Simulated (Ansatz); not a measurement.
The cell is COD entry 5910030, as deposited and not checked against the literature; nothing was relaxed. It differs from other determinations.

An input for BaO and the output that it gave: DFT, PBE, all-electron LAPW, scalar-relativistic (Ansatz 0.2.0).

Command: `ansatz run input.yaml --threads 1 --pin off --max-ram 2048MiB --backend cpu --events-out ev --progress --plain --runs-dir out` The run took 20 s on 1 thread of Intel(R) Xeon(R) Platinum 8488C (Sapphire Rapids), with other jobs on the host, peak memory 0.33 GiB.

```yaml
crystal:
  lattice:
    - [0.0, 2.75, 2.75]
    - [2.75, 0.0, 2.75]
    - [2.75, 2.75, 0.0]
  atoms:
    - { symbol: Ba, position: [0.0, 0.0, 0.0] }
    - { symbol: O, position: [0.5, 0.5, 0.5] }
kpoints:
  mp_grid: { grid: [8, 8, 8] }
  band_path:
    path:
      - [0.0, 0.0, 0.0]
      - [0.5, 0.0, 0.5]
      - [0.625, 0.25, 0.625]
      - [0.375, 0.375, 0.75]
      - [0.0, 0.0, 0.0]
      - [0.5, 0.5, 0.5]
      - [0.5, 0.25, 0.75]
      - [0.5, 0.0, 0.5]
    npoints: 14
scf:
  occupations: { method: fermi_dirac, width: 0.02 }
hamiltonian:
  xc: pbe
  pseudopotentials: { kind: all_electron, lapw: { basis_error: 0.0005 } }
output:
  forces: true
  stress: true
  eigenvalues: true
  populations: true
  dos: { projected: true, de: 0.2, e_range: [-14, 8] }
```

Output:

```
Ba: projections on atomic orbitals take those of the free atom 1s2 2s2 2p6 3s2 3p6 3d10 4s2 4p6 4d10 5s2 5p6 6s2, of charge +0.00 (hamiltonian.pseudopotentials.projection_atoms)
O: projections on atomic orbitals take those of the free atom 1s2 2s2 2p4, of charge +0.00 (hamiltonian.pseudopotentials.projection_atoms)
LAPW: plane waves up to 7.526 Å⁻¹, error target 5.0e-4 eV per atom; small_component_spin mean_spin; O in spheres of 1.298 Å, 6 of its electrons in bands, Dirac shells []; Ba in spheres of 1.452 Å, 28 of its electrons in bands, Dirac shells []
Engine: ansatz 0.2.0
Pseudopotentials: kind: all_electron
Pseudopotential: Ba, LAPW, valence charge 28, Koelling and Harmon's equation, gaussian nucleus
Pseudopotential: O, LAPW, valence charge 6, Koelling and Harmon's equation, gaussian nucleus
Functional definition: PBE
  parameter kappa = 0.804
  parameter beta = 0.06672455060314922
  exchange = pbe_x(kappa = kappa, mu = beta*pi^2/3)
  correlation = pbe_c(beta = beta)
Crystal: 2 atoms, lattice volume = 41.594 Å³
Basis set: ecut = 215.7838572585589 eV, 307 PW (Γ), exchange–correlation at level 2
Bands: 21, of which v1, the nominal top of the filled ones, is band 17 counted from 1 (16 counted from 0)
Symmetry: 48 space group operations
Space group: Fm-3m (ITA 225), of the structure as read, at distance tolerance 3.5e-5 Å
k-points: 29 of 512
Non-local potential: Ba, projectors of the file, none
Non-local potential: O, projectors of the file, none
Initial density: superposition of atomic densities (chi_scale 0.1, normalization cell, long waves kept (reshape's long-wave potential 0.00 eV rms))
Initial wavefunctions: plane waves of lowest kinetic energy (no species holds an atomic orbital)
Functional: x = pbe(κ = 0.804, μ = 0.2195149727645171), c = pbe(β = 0.06672455060314922)
iter 1 solved again at ethr=8.80e-3 eV; its pass at ethr=1.00e-1 eV (dr2=2.99e0 eV) is discarded
SCF iter   1: F=—  HF=-223425.712112 eV  |F-HF|=—  |Δ(HF+E_count)|=         —  Δρ=6.41e-2  dr2=2.99e0  ethr=8.80e-3  ⟨swp⟩=2.0  Hψ=4128  notcnv=0
preconditioner: auto → none  [insulator: Δε(μ)=5.034 eV  Ē_g=16.730 eV  σ=0.020 eV  W_gap=1.00  n_scr=14 (ndim 8)  ℏωp=23.0 eV  f_vac=0.000  D(μ)=0.00/eV (n_scr^D=0)  ε∞_Penn≈2.9]
SCF iter   2: F=—  HF=-223425.449052 eV  |F-HF|=—  |Δ(HF+E_count)|=   2.63e-1  Δρ=5.03e-2  dr2=1.80e0  ethr=8.79e-3  ⟨swp⟩=3.0  Hψ=2142  notcnv=0
SCF iter   3: F=—  HF=-223423.248611 eV  |F-HF|=—  |Δ(HF+E_count)|=    2.20e0  Δρ=1.70e-2  dr2=2.10e-1  ethr=5.29e-3  ⟨swp⟩=3.1  Hψ=2147  notcnv=0
SCF iter   4: F=—  HF=-223423.300294 eV  |F-HF|=—  |Δ(HF+E_count)|=         —  Δρ=8.92e-3  dr2=5.59e-2  ethr=6.19e-4  ⟨swp⟩=3.0  Hψ=2223  notcnv=0
the basis was enlarged: its passes take 216.9 KiB over the memory plan, 1 of 1 planned eigensolver slots
SCF iter   5: F=—  HF=-223423.290468 eV  |F-HF|=—  |Δ(HF+E_count)|=   9.83e-3  Δρ=1.36e-2  dr2=1.40e-1  ethr=1.64e-4  ⟨swp⟩=3.2  Hψ=2237  notcnv=0
iter 6 solved again at ethr=5.37e-6 eV; its pass at ethr=1.64e-4 eV (dr2=1.83e-3 eV) is discarded
SCF iter   6: F=—  HF=-223423.220730 eV  |F-HF|=—  |Δ(HF+E_count)|=   6.97e-2  Δρ=1.54e-3  dr2=1.83e-3  ethr=5.37e-6  ⟨swp⟩=2.0  Hψ=3409  notcnv=0
SCF iter   7: F=—  HF=-223423.219791 eV  |F-HF|=—  |Δ(HF+E_count)|=   9.39e-4  Δρ=6.10e-5  dr2=2.00e-6  ethr=5.37e-6  ⟨swp⟩=3.0  Hψ=2081  notcnv=0
SCF iter   8: F=—  HF=-223423.219798 eV  |F-HF|=—  |Δ(HF+E_count)|=   7.46e-6  Δρ=2.50e-5  dr2=3.10e-7  ethr=5.89e-9  ⟨swp⟩=3.0  Hψ=2125  notcnv=0
SCF iter   9: F=-223423.219800 eV  HF=-223423.219800 eV  |F-HF|=1.46e-10  |Δ(HF+E_count)|=   1.19e-6  Δρ=1.72e-6  dr2=9.15e-10  ethr=9.12e-10  ⟨swp⟩=3.0  Hψ=2158  notcnv=0
SCF 1 converged in 9 iterations: F = -223423.219800 eV  dr2 = 9.15e-10
NSCF: frozen V_eff on 99 k-points
SCF converged after 9 iterations
Free energy (F): -223423.219800 eV
Harris-Foulkes:  -223423.219800 eV  (|F-HF|=1.46e-10)
Internal energy: -223423.219800 eV  (E = F + TS)
E sigma→0 (E₀):  -223423.219800 eV
Fermi energy:    12.670360 eV
--- Per-component energies (eV) ---
  E_band       = -2072.772638
  E_kinetic    = 237926.181633
  E_xc         = -5628.801067
  E_electrostatic = -455720.600365  (all electrons and nuclei)
  E_smearing   = -0.000000  (= −TS)
  E_closure    = 0.000000  (closes the sum)
  E_atoms      = -223411.303573  (free atoms, spherical and without spin; not in F)
  Σ components = -223423.219800   (vs F -223423.219800, Δ=0.00e0)
  Basis errors (estimates in eV, not in F): energy 1.9e-4 per atom: plane waves 1.8e-4 (9.0e-5 summed), levels above the bands 7.8e-134, relativity 5.7e-8, radial functions 1.6e-5, core shells 7.5e-9; eigenvalues (radial functions only) 1.9e-5; not estimated: angular momenta, meshes, grids; target (lapw.basis_error) 5.0e-4; muffin-tin radii O 1.298 Å, Ba 1.452 Å
--- Forces (eV/Å), atoms counted from 1 ---
  atom   1  Ba    -0.00000000    -0.00000000    -0.00000000
  atom   2  O      0.00000000    -0.00000000     0.00000000
  max |Σ_I F_I| component: 5.92e-31 eV/Å
--- Stress (GPa, compression-positive) ---
        3.029889       0.000000      -0.000000
        0.000000       3.029889       0.000000
       -0.000000       0.000000       3.029889
  P = ⅓ Tr σ = 3.0299 GPa (30.299 kbar)
--- Band table (eV; the first three rows and the last of 29) ---
  k-point 0: bands = ["-223.6282", "-160.7506", "-160.7506", "-160.7506", "-69.5422", "-69.5422", "-69.5422", "-69.5313", "-69.5313", "-14.1347", "-3.3959", "1.3909", "1.3909", "1.3909", "11.1721", "11.1721", "11.1721", "15.3741", "16.4163", "16.4163", "16.4163"]
  k-point 1: bands = ["-223.6282", "-160.7506", "-160.7506", "-160.7506", "-69.5422", "-69.5422", "-69.5422", "-69.5313", "-69.5313", "-14.0951", "-3.5094", "1.3509", "1.3721", "1.3721", "10.8617", "10.9879", "10.9879", "15.9835", "16.2317", "16.6836", "16.6836"]
  k-point 2: bands = ["-223.6282", "-160.7506", "-160.7506", "-160.7506", "-69.5422", "-69.5422", "-69.5422", "-69.5313", "-69.5313", "-13.9968", "-3.7842", "1.2604", "1.3276", "1.3276", "10.2749", "10.5915", "10.5915", "16.0584", "17.4191", "17.4191", "17.5815"]
  k-point 28: bands = ["-223.6282", "-160.7506", "-160.7506", "-160.7506", "-69.5421", "-69.5421", "-69.5421", "-69.5313", "-69.5313", "-13.7705", "-3.8057", "0.2592", "0.2592", "1.3154", "10.2474", "11.4516", "11.4516", "16.2079", "16.2079", "18.6665", "21.0562"]
--- Löwdin populations: 2 sites ---
  site symbol       q [e]
     0     Ba     54.3035
     1      O      9.3396
  spilling = 0.005577 (of n_electrons = 64.000000)
```
